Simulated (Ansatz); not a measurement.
**Al2Cu under pressure**

These are results of Ansatz 0.2.0, DFT PBEsol, scalar-relativistic, plane waves, PAW, not measurements. Run with 420 eV cutoff, 10×10×10 k-mesh, Gaussian smearing of 0.10 eV, no spin polarisation.

The relaxed crystal:

```
CELL_PARAMETERS angstrom
-2.99618 2.99618 2.41435
2.99618 -2.99618 2.41435
2.99618 2.99618 -2.41435
ATOMIC_POSITIONS crystal
Al 0.84066 0.65934 0.50000
Al 0.65934 0.15934 0.81868
Al 0.34066 0.84066 0.18132
Al 0.15934 0.34066 0.50000
Cu 0.25000 0.25000 0.00000
Cu 0.75000 0.75000 0.00000
```

Cell and atoms are relaxed at each pressure within the symmetry of the start, at zero temperature, so transitions that lower the symmetry aren't seen. The k-mesh given is that at zero pressure and may differ at others.

Give the structure at -1 GPa.

```
CELL_PARAMETERS angstrom
-3.00601 3.00601 2.42228
3.00601 -3.00601 2.42228
3.00601 3.00601 -2.42228
ATOMIC_POSITIONS crystal
Al 0.84066 0.65934 0.50000
Al 0.65934 0.15934 0.81868
Al 0.34066 0.84066 0.18132
Al 0.15934 0.34066 0.50000
Cu 0.25000 0.25000 0.00000
Cu 0.75000 0.75000 0.00000
```
The structure is tetragonal, space group I4/mcm (No. 140). The conventional cell has a = 6.012 Å, b = 6.012 Å, c = 4.845 Å, α = 90.00°, β = 90.00°, γ = 90.00°. Around Al (site symmetry m2m) lie 4 Cu at 2.56 Å and 3 Al at 2.71 to 2.87 Å. Around Cu (site symmetry 422) lie 2 Cu at 2.42 Å and 8 Al at 2.56 Å.